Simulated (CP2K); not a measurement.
**CdTe under changes of volume**

One of the cells (32.922 Å³/atom); the others are scaled copies at fixed shape and fractional positions:

```xyz
2
Lattice="4.5326 0.0000 0.0000 2.2663 3.9253 0.0000 2.2663 1.3084 3.7008" Properties=species:S:1:pos:R:3 pbc="T T T"
Te    6.7988    3.9253    2.7756
Cd    0.0000    0.0000    0.0000
```

| Item | Value |
| --- | --- |
| Program | CP2K 2026.2 |
| Functional | PBEsol |
| Potentials or basis | POTENTIAL_UZH Te GTH-PBE-q6, Cd GTH-PBE-q12; DZVP-MOLOPT-PBE-GTH basis |
| Density cutoff | 6123 eV |
| k mesh | 7 × 7 × 7 |
| Occupations | fermi-dirac, width 0.0259 eV |
| Spin | no spin polarisation |

```tsv
volume (Å³/atom)	energy over the lowest point (meV/atom)	pressure (GPa)	gap on the mesh (eV)
30.947	73.71	6.7	0.88
31.605	49.02	5.3	0.82
32.263	30.05	4.0	0.75
32.922	16.14	2.8	0.69
33.580	6.82	1.8	0.63
34.239	?	?	?
34.897	0.00	0.0	0.52
```

Q: What does the run at 34.239 Å³/atom give?

A: Energy over the lowest point 1.57 meV/atom; pressure 0.8 GPa; gap on the mesh 0.57 eV.

Worked out: A Birch-Murnaghan fit of order 3 (a polynomial in V^(-2/3)) to the other rows has its minimum at 34.87 Å³/atom with B0 = V·E''(V) = 42 GPa and B' = 4.8. It gives 1.58 meV/atom at 34.239 Å³/atom, against the run's 1.57, and -dE/dV = 0.8 GPa, against 0.8. A straight line through the other rows of the gap, of slope -3.02 eV per unit of ln V (its deformation potential), gives 0.57 eV, against the run's 0.57.

Energies are extrapolated to zero smearing.

Caveats: the potentials were made for another functional, which shifts forces and pressure; spin-orbit coupling is left out, which moves the levels of the heavy elements; the basis of atomic orbitals isn't converged, which shifts pressures, moduli and gaps.
